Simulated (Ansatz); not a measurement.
Perturbing Te₂Mo

Base: a structure deposited in the COD whose atoms were relaxed with PBE, the cell held.

```yaml
crystal:
  lattice:
    - [6.33000, 0.00000, 0.00000]
    - [0.00000, 3.46900, 0.00000]
    - [-0.94679, 0.00000, 13.82762]
  atoms:
    - { symbol: Te, position: [0.55705, 0.75000, 0.35042] }
    - { symbol: Te, position: [0.44295, 0.25000, 0.64958] }
    - { symbol: Te, position: [0.58768, 0.25000, 0.10423] }
    - { symbol: Te, position: [0.41232, 0.75000, 0.89577] }
    - { symbol: Te, position: [0.09681, 0.75000, 0.14997] }
    - { symbol: Te, position: [0.90319, 0.25000, 0.85003] }
    - { symbol: Te, position: [0.05481, 0.25000, 0.39548] }
    - { symbol: Te, position: [0.94519, 0.75000, 0.60452] }
    - { symbol: Mo, position: [0.32072, 0.75000, 0.50673] }
    - { symbol: Mo, position: [0.67928, 0.25000, 0.49327] }
    - { symbol: Mo, position: [0.18137, 0.25000, 0.00767] }
    - { symbol: Mo, position: [0.81863, 0.75000, 0.99233] }
```

Sites (sets of like atoms) are named by element and the number of their first atom in this list.

The numbers come from a DFT calculation in Ansatz (PBE, plane waves and PAW, scalar-relativistic, 420 eV cutoff, Γ-centred 7×13×4 k-points, Fermi–Dirac smearing 0.05 eV).

Gradients in 10²¹ V/m²:

```csv
site,atoms,V_zz base,η base,V_zz variant,η variant
Te1,"1, 2",-15.36,0.75,-14.20,0.80
Te3,"3, 4",21.5,0.58,19.79,0.47
Te5,"5, 6",-15.91,0.65,-14.91,0.66
Te7,"7, 8",21.0,0.56,19.04,0.42
Mo9,"9, 10",-7.12,0.78,-6.93,0.78
Mo11,"11, 12",-7.28,0.78,-7.16,0.77
```

Question: Which change was made?
A. z stretched by 3 %, ions relaxed
B. volume scaled by 1.06, ions relaxed
C. z compressed by 2 %, ions relaxed
D. volume scaled by 0.98, ions relaxed

Answer: C. The largest change of V_zz is on Te7, from 21.0 to 19.04. In per cent, |V_zz| changes by -10 to -6 on Te, -3 to -2 on Mo (all sites that start above 2).

The run finds no gap above 0.1 eV (a metal, or nearly one), so the gradients can move by 10 % or more with the k-mesh. Without spin–orbit coupling the gradients at and beside Te can be off by some per cent, at some sites by more.
